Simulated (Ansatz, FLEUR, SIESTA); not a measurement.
One calculation of GaN, 3 ways

```
Ga N
1.0
     0.00000    2.25350    2.25350
     2.25350    0.00000    2.25350
     2.25350    2.25350    0.00000
Ga N
1 1
Cartesian
  0.0000 0.0000 0.0000
  1.1268 1.1268 1.1268
```

The cell is a database's computed one, not the measured one.

Alike in all runs: task band structure; functional BLYP; k mesh 10 × 10 × 10; occupations fermi-dirac, width 0.05 eV; no spin polarisation; no spin-orbit coupling. Pressure is positive in compression and, in plane waves, holds the error of the finite cutoff. Gaps are the smaller of the mesh's and the band path's.

| program and potentials | plane-wave cutoff (eV) | notes | band gap (eV) | pressure (GPa) |
| --- | --- | --- | --- | --- |
| SIESTA, files PseudoDojo sr-pbe-0.4.1-standard, DZP (energy shift 0.003 Ry; two zetas on semicore shells) | - | atomic basis; potentials made for PBE | 1.91 | 13.16 |
| Ansatz, all-electron LAPW, scalar-relativistic | - | - | ? | ? |
| FLEUR, all-electron, FLAPW | - | - | 1.83 | - |

Question: Estimate from the other rows what the run with Ansatz, all-electron LAPW, scalar-relativistic gave.

Answer: Band gap 1.83 eV; pressure 10.96 GPa. The other rows, which needn't bracket it: band gap 1.83 to 1.91; pressure 13.16.
